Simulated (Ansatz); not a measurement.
**Zone-centre phonons of TiTe$_{2}$ at -0.5 GPa: input and output**

Level of theory: DFT PBE, spin-orbit coupling, plane waves, PAW (Ansatz 0.2.0).

Launched with:
```bash
ansatz run input.yaml --threads 1 --pin off --max-ram 2560MiB --backend cpu --events-out ev --progress --plain --runs-dir out
```

Input (bare energies are in eV):
```yaml
crystal:
  lattice:
    - [0.0, 3.4553, 3.4553]
    - [3.4553, 0.0, 3.4553]
    - [3.4553, 3.4553, 0.0]
  atoms:
    - { symbol: Ti, position: [0.0, 0.0, 0.0] }
    - { symbol: Te, position: [0.25, 0.25, 0.25] }
    - { symbol: Te, position: [0.75, 0.75, 0.75] }
basis:
  ecutwfc: 420
kpoints:
  mp_grid: { grid: [10, 10, 10] }
hamiltonian:
  xc: pbe
scf:
  occupations: { method: fermi_dirac, width: 0.15 }
output:
  eigenvalues: true
magnetization:
  noncollinear: true
  spin_orbit: true
phonons:
  method: dfpt
  eigenvectors: true
```

Results section of the output:
```
--- Phonons (Γ-DFPT): 2 representative perturbations + reference, on 102 of 1000 k-points (Σ response iterations 18) ---
  k mesh reduced under 8 symmetry operations, with k and −k counted as one. Each operation leaves every solved displacement unchanged or reverses it
  ASR residual: 1.357e-3 → 0.000e0 eV/Å²; symmetrization residual: 7.707e-6 eV/Å²
  ASR residual per site (eV/Å²): 1.36e-3 8.57e-5 8.57e-5
  Γ frequencies (cm⁻¹): 0.00 0.00 0.00 107.23 107.23 107.23 130.16 130.16 130.16
  non-analytic LO–TO correction: not included (Born effective charges unavailable; polar crystals: no LO–TO splitting at Γ)
```

It took 16 min on 1 thread of AMD EPYC 7R43 64-Core Processor (Zen 3), with other jobs on the host, peak memory 2.3 GiB.

The cell is the ideal cubic fluorite prototype; whether it is the stable structure of this composition wasn't checked. In a metal, frequencies and elastic constants depend on the k mesh and the smearing, soft modes and shear constants most. A semilocal functional can close a gap that the real compound has.